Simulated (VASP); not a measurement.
# Al (P6_3/mmc) in VASP: further runs

The runs below take Al through single point, with BLYP, r2SCAN, LDA.

Program: VASP 6.6.1. These are calculated values, not measurements. Logs are shortened: lines on timing, memory, paths and dates and some standing lists are left out, and cuts for length are marked.

## Step 1: The structure

It takes space group P6_3/mmc (No. 194, hexagonal). The conventional cell has a = 2.812 Å, b = 2.812 Å, c = 4.867 Å, α = 90.00°, β = 90.00°, γ = 120.00°. Al (site symmetry -6m2) has 12 Al at 2.81 to 2.93 Å as nearest neighbours.

This isn't the form of Al at room conditions, which is fcc.

## Step 2: Single point, BLYP

Contents of INCAR:

```
SYSTEM = Al
PREC     = Accurate       ! precision mode
ENCUT    = 520            ! plane-wave cutoff, eV
EDIFF    = 1E-6           ! SCF threshold, eV
ISMEAR   = -1             ! smearing method
SIGMA    = 0.1            ! smearing width, eV
LREAL    = .FALSE.        ! projectors in reciprocal space
LASPH    = .TRUE.         ! aspherical terms in the spheres
NELM     = 100            ! most SCF steps
ALGO     = Normal         ! electronic algorithm
ISIF     = 2              ! what is computed and relaxed
LWAVE    = .FALSE.        ! write WAVECAR
LCHARG   = .FALSE.        ! write CHGCAR
GGA      = B5             ! functional
ALDAX    = 1.0          
AGGAX    = 1.0          
AGGAC    = 1.0          
ALDAC    = 0.0          
NBANDS   = 10             ! bands
```

Contents of KPOINTS:

```
Automatic mesh
0
G
  9 9 5
  0 0 0
```

Contents of POSCAR:

```
Al
1.0
    2.8124600000      0.0000000000      0.0000000000
   -1.4062300000      2.4356600000      0.0000000000
    0.0000000000      0.0000000000      4.8668500000
Al
2
Direct
    0.6666666667      0.3333333333      0.7500000000
    0.3333333333      0.6666666667      0.2500000000
```

Potentials or basis: VASP PAW PBE potentials, release 64 (Al).

On the command line:

```console
$ cat potpaw_PBE.64/Al/POTCAR > POTCAR
$ mpirun -np 1 vasp_std > vasp.out
```

OUTCAR:

```text
SYSTEM = Al
   PREC = Accurate
   ENCUT = 520
   EDIFF = 1E-6
   ISMEAR = -1
   LREAL = .FALSE.
   LASPH = .TRUE.
   NELM = 100
   ISIF = 2
   GGA = B5

 ion  position               nearest neighbor table
   1  0.667  0.333  0.750-   2 2.93   2 2.93   2 2.93   2 2.93   2 2.93   2 2.93
   2  0.333  0.667  0.250-   1 2.93   1 2.93   1 2.93   1 2.93   1 2.93   1 2.93

  LATTYP: Found a hexagonal cell.
 ALAT       =     2.8124600000
 C/A-ratio  =     1.7304601665

  Lattice vectors:

 A1 = (   2.8124600000,   0.0000000000,   0.0000000000)
 A2 = (  -1.4062300000,   2.4356600000,   0.0000000000)
 A3 = (   0.0000000000,   0.0000000000,   4.8668500000)

Analysis of symmetry for initial positions (statically):
=====================================================================
 Subroutine PRICEL returns:
 Original cell was already a primitive cell.

 Routine SETGRP: Setting up the symmetry group for a
 hexagonal supercell.

 Subroutine GETGRP returns: Found 24 space group operations
 (whereof 12 operations were pure point group operations)
 out of a pool of 24 trial point group operations.

The static configuration has the point symmetry D_3d.
 The point group associated with its full space group is D_6h.

Analysis of symmetry for dynamics (positions and initial velocities):
=====================================================================
 Subroutine PRICEL returns:
 Original cell was already a primitive cell.

 Routine SETGRP: Setting up the symmetry group for a
 hexagonal supercell.

 Subroutine GETGRP returns: Found 24 space group operations
 (whereof 12 operations were pure point group operations)
 out of a pool of 24 trial point group operations.

The dynamic configuration has the point symmetry D_3d.
 The point group associated with its full space group is D_6h.

 Subroutine INISYM returns: Found 24 space group operations
 (whereof 12 operations are pure point group operations),
 and found     1 'primitive' translations

----------------------------------------------------------------------------------------

                                     Primitive cell

  volume of cell :      33.3389

  direct lattice vectors                    reciprocal lattice vectors
     2.812460000  0.000000000  0.000000000     0.355560612  0.205283168  0.000000000
    -1.406230000  2.435660000  0.000000000     0.000000000  0.410566335  0.000000000
     0.000000000  0.000000000  4.866850000     0.000000000  0.000000000  0.205471712

  length of vectors
     2.812460000  2.812458435  4.866850000     0.410566107  0.410566335  0.205471712

  position of ions in fractional coordinates (direct lattice)
     0.666666667  0.333333333  0.750000000
     0.333333333  0.666666667  0.250000000

  ion indices of the primitive-cell ions
   primitive index   ion index
                 1           1
                 2           2

----------------------------------------------------------------------------------------

 KPOINTS: Automatic mesh

Automatic generation of k-mesh.
 Grid dimensions read from file:
 generate k-points for:    9    9    5

 Generating k-lattice:

  Cartesian coordinates                     Fractional coordinates (reciprocal lattice)
     0.039506735  0.022809241  0.000000000     0.111111111  0.000000000  0.000000000
     0.000000000  0.045618482  0.000000000     0.000000000  0.111111111  0.000000000
     0.000000000  0.000000000  0.041094342     0.000000000  0.000000000  0.200000000

  Length of vectors
     0.045618456  0.045618482  0.041094342

  Shift w.r.t. Gamma in fractional coordinates (k-lattice)
     0.000000000  0.000000000  0.000000000

 Subroutine IBZKPT returns following result:
 ===========================================

 Found     36 irreducible k-points:

 Following reciprocal coordinates:
            Coordinates               Weight
  0.000000  0.000000  0.000000      1.000000
  0.111111 -0.000000  0.000000      6.000000
  0.222222 -0.000000  0.000000      6.000000
  0.333333 -0.000000  0.000000      6.000000
  0.444444 -0.000000  0.000000      6.000000
  0.111111  0.111111  0.000000      6.000000
[... 16 lines left out ...]
  0.333333  0.222222  0.200000     24.000000
  0.333333  0.333333  0.200000      4.000000
 [... further k-points ...]
   k-points           NKPTS =     36   k-points in BZ     NKDIM =     36   number of bands    NBANDS=     10
   number of dos      NEDOS =    301   number of ions     NIONS =      2
   total plane-waves  NPLWV =  20736
   dimension x,y,z NGX =    24 NGY =   24 NGZ =   36
   dimension x,y,z NGXF=    48 NGYF=   48 NGZF=   72
   ions per type =               2
   NGX,Y,Z   is equivalent  to a cutoff of  14.19, 14.19, 12.30 a.u.
   NGXF,Y,Z  is equivalent  to a cutoff of  28.37, 28.37, 24.59 a.u.
 SYSTEM =  Al
   PREC   = accura    normal or accurate (medium, high low for compatibility)
   ISTART =      0    job   : 0-new  1-cont  2-samecut
   ICHARG =      2    charge: 1-file 2-atom 10-const
   ISPIN  =      1    spin polarized calculation?
   LNONCOLLINEAR =      F non collinear calculations
   LSORBIT =      F    spin-orbit coupling
   LASPH  =      T    aspherical Exc in radial PAW
   ENCUT  =  520.0 eV  38.22 Ry    6.18 a.u.   5.23  5.23  9.05*2*pi/ulx,y,z
   NELM   =    100;   NELMIN=  2; NELMDL= -5     # of ELM steps
   EDIFF  = 0.1E-05   stopping-criterion for ELM
   LREAL  =      F    real-space projection
   EDIFFG = 0.1E-04   stopping-criterion for IOM
   NSW    =      0    number of steps for IOM
   IBRION =     -1    ionic relax: 0-MD 1-quasi-New 2-CG
   NFREE  =      0    steps in history (QN), initial steepest desc. (CG)
   ISIF   =      2    stress and relaxation
   ISYM   =      2    0-nonsym 1-usesym 2-fastsym
   POTIM  = 0.5000    time-step for ionic-motion
   TEBEG  =    0.0;   TEEND  =   0.0 temperature during run
   PSTRESS=    0.0 pullay stress
   NELECT =       6.0000    total number of electrons
   NUPDOWN=      -1.0000    fix difference up-down
   EMIN   =  10.00;   EMAX   =-10.00  energy-range for DOS
   EFERMI =   0.00;   METHOD = LEGACY
   ISMEAR =    -1;   SIGMA  =   0.10  broadening in eV -4-tet -1-fermi 0-gaus
   EFERMI_NEDOS =   21; number of points for ismear=-14 and -15
   IALGO  =     38    algorithm
   IMIX   =      4    mixing-type and parameters
     AMIX     =   0.40;   BMIX     =  1.00
     AMIX_MAG =   1.60;   BMIX_MAG =  1.00
  volume/ion in A,a.u.               =      16.67       112.49
  Fermi-wavevector in a.u.,A,eV,Ry     =   0.924290  1.746655 11.623620  0.854312
  Thomas-Fermi vector in A             =   2.050020
   LORBIT       =      0    0 simple, 1 ext, 2 COOP (PROOUT), +10 PAW based schemes
   GGA     = B5    functional components
   LHFCALC =     F    Hartree Fock is set to
   AEXX    =    0.0000 exact exchange contribution
   IVDW    =     0    specifies the selected vdW correction
   LEPSILON=     F    determine dielectric tensor
   LRPA    =     F    only Hartree local field effects (RPA)
 non-spin polarized calculation
  energy-cutoff  :      520.00
  volume of cell :       33.34
 maximum number of plane-waves:       917
 NGX is ok and might be reduce to    24
   NGX = 11   NGY = 11   NGZ = 19

 number of electron       6.0000000 magnetization

 Free energy of the ion-electron system (eV)
  ---------------------------------------------------
  ext. energy  EPLUGINS =         0.00000000
  ---------------------------------------------------
  free energy    TOTEN  =        -5.36235783 eV

  energy without entropy =       -5.34328865  energy(sigma->0) =       -5.35282324

 E-fermi :   8.3945     XC(G=0):  -9.6315

 val. band max:        8.1794063102   @ k =   0.3333  -0.0000   0.0000
 cond. band min:       8.4895041297   @ k =   0.3333   0.2222   0.2000
 fundamental gap:      0.3100978195
 Fermi energy:         8.3945036659

 k-point     1 :       0.0000    0.0000    0.0000
  band No.  band energies     occupation
      1      -2.6812      2.00000
      2       3.2156      2.00000
      3       3.6428      2.00000
      4      19.4946      0.00000
      5      19.6586      0.00000
      6      19.6587      0.00000
      7      20.0136      0.00000
      8      20.0136      0.00000
      9      20.5771      0.00000
     10      22.9936      0.00000

 k-point     2 :       0.1111   -0.0000    0.0000
  band No.  band energies     occupation
      1      -2.3739      2.00000
      2       3.5175      2.00000
      3       3.9294      2.00000
      4      15.9018      0.00000
      5      17.7313      0.00000
      6      18.8369      0.00000
      7      20.2277      0.00000
      8      20.6167      0.00000
      9      21.6906      0.00000
     10      22.0883      0.00000

 k-point     3 :       0.2222   -0.0000    0.0000
  band No.  band energies     occupation
      1      -1.4561      2.00000
      2       4.4108      2.00000
      3       4.7888      2.00000
      4      11.8022      0.00000
      5      16.1659      0.00000
      6      16.7008      0.00000
      7      17.6606      0.00000
      8      17.9592      0.00000
      9      20.9243      0.00000
     10      21.4746      0.00000

 k-point     4 :       0.3333   -0.0000    0.0000
  band No.  band energies     occupation
      1       0.0598      2.00000
      2       5.8133      2.00000
      3       6.2175      2.00000
      4       8.1794      1.79152
      5      13.5238      0.00000
      6      14.0324      0.00000
      7      15.1248      0.00000
      8      16.7448      0.00000
      9      20.0004      0.00000
     10      20.9682      0.00000
[... 222 lines left out ...]
 k-point    22 :       0.2222    0.2222    0.2000
  band No.  band energies     occupation
      1       1.2042      2.00000
      2       4.7758      2.00000
      3       8.8103      0.03081
      4       9.1252      0.00134
      5       9.7959      0.00000
      6      12.6333      0.00000
      7      12.9105      0.00000
      8      16.9784      0.00000
      9      17.5703      0.00000
     10      20.1070      0.00000

 k-point    23 :       0.3333    0.2222    0.2000
  band No.  band energies     occupation
      1       3.2756      2.00000
      2       5.7986      2.00000
      3       6.9296      2.00000
      4       8.4895      0.55777
      5       9.5208      0.00003
      6      11.4159      0.00000
      7      12.4541      0.00000
      8      14.3869      0.00000
      9      16.7743      0.00000
     10      21.7976      0.00000

 k-point    24 :       0.3333    0.3333    0.2000
  band No.  band energies     occupation
      1       5.4963      2.00000
      2       5.4963      2.00000
      3       5.7767      2.00000
      4       9.1159      0.00147
      5       9.2836      0.00028
      6       9.2836      0.00028
      7      13.9077      0.00000
      8      13.9077      0.00000
      9      14.3714      0.00000
     10      23.7518      0.00000

 [... further k-points ...]
[... 5 lines left out ...]
  --------------------------------------------------------------------------------------
  -------------------------------------------------------------------------------------
  Total        0.6648801      0.6648791      0.9794236     -0.0000000     -0.0000000      0.0000000
  in kB       31.9523607     31.9523132     47.0684817     -0.0000000     -0.0000000      0.0000000
  external PRESSURE =      36.9910519 kB  Pullay stress =       0.0000000 kB

 VOLUME and BASIS-vectors are now :
 -----------------------------------------------------------------------------
  energy-cutoff  :      520.00
  volume of cell :       33.34
      direct lattice vectors                 reciprocal lattice vectors
     2.812460000  0.000000000  0.000000000     0.355560612  0.205283168  0.000000000
    -1.406230000  2.435660000  0.000000000     0.000000000  0.410566335  0.000000000
     0.000000000  0.000000000  4.866850000     0.000000000  0.000000000  0.205471712

 POSITION                                       TOTAL-FORCE (eV/Angst)
 -----------------------------------------------------------------------------------
      1.40623      0.81189      3.65014         0.000000      0.000000      0.000000
     -0.00000      1.62377      1.21671        -0.000000      0.000000      0.000000
 -----------------------------------------------------------------------------------
    total drift:                                0.000000     -0.000000      0.000000

  FREE ENERGIE OF THE ION-ELECTRON SYSTEM (eV)
  ---------------------------------------------------
  free  energy   TOTEN  =        -5.3623578336 eV

  energy  without entropy=       -5.3432886501  energy(sigma->0) =       -5.35282324
```

Run time: 10 s. Hardware: 1 thread of AMD EPYC 9R45 (Zen 5), shared host; peak memory 0.12 GiB.

Results:

```
Free energy            : -5.3624 eV
Pressure               : 3.7 GPa
Band gap on the k mesh : none (metal or under the smearing width)
```

Caveat: the PAW data sets were made with another functional, which shifts forces and pressure a little.

## Step 3: Single point, r2SCAN

POSCAR is that of step 2.

Contents of INCAR.step1:

```
SYSTEM = Al
PREC     = Accurate       ! precision mode
ENCUT    = 520            ! plane-wave cutoff, eV
ISMEAR   = -1             ! smearing method
SIGMA    = 0.1            ! smearing width, eV
LREAL    = .False.        ! projectors in reciprocal space
LASPH    = .True.         ! aspherical terms in the spheres
NELM     = 80             ! most SCF steps
NBANDS   = 10             ! bands
GGA      = PE             ! functional
ALGO     = Normal         ! electronic algorithm
EDIFF    = 1E-4           ! SCF threshold, eV
LWAVE    = .True.         ! write WAVECAR
LCHARG   = .False.        ! write CHGCAR
```

Contents of INCAR.step2:

```
SYSTEM = Al
PREC     = Accurate       ! precision mode
ENCUT    = 520            ! plane-wave cutoff, eV
EDIFF    = 1E-6           ! SCF threshold, eV
ISMEAR   = -1             ! smearing method
SIGMA    = 0.1            ! smearing width, eV
LREAL    = .False.        ! projectors in reciprocal space
LASPH    = .True.         ! aspherical terms in the spheres
NELM     = 80             ! most SCF steps
ALGO     = Normal         ! electronic algorithm
ISIF     = 2              ! what is computed and relaxed
LWAVE    = .False.        ! write WAVECAR
LCHARG   = .False.        ! write CHGCAR
METAGGA  = R2SCAN         ! meta-GGA
LMIXTAU  = .True.       
NBANDS   = 10             ! bands
ISTART   = 1
```

Contents of KPOINTS:

```
regular mesh
0
Gamma
  9 9 5
  0 0 0
```

Potentials or basis: VASP PAW PBE potentials, release 64 (Al).

On the command line:

```console
$ cat potpaw_PBE.64/Al/POTCAR > POTCAR
$ cp INCAR.step1 INCAR
$ mpirun -np 1 vasp_std > vasp.out
$ cp INCAR.step2 INCAR
$ mpirun -np 1 vasp_std > vasp.out
```

Wall time 26 s (1 thread of AMD EPYC 9R45 (Zen 5), shared host); peak memory 0.12 GiB.

The run converged. Its results:

```
Free energy            : -13.4111 eV
Pressure               : -3.1 GPa
Band gap on the k mesh : none (metal or under the smearing width)
```

Stress tensor (GPa, compression positive):
```
-2.93  0.00  0.00
 0.00 -2.93  0.00
 0.00  0.00 -3.32
```

Levels at points of the mesh, in eV from the Fermi level:
```
           k point  band 1  band 2  band 3  band 4  band 5  band 6  band 7
(0.00, 0.00, 0.00)  -11.81   -5.30   -5.28   11.76   12.22   12.22   12.33
```

Caveat: the PAW data sets were made with another functional, which shifts forces and pressure a little.

(Continued in part 2 of 2.)
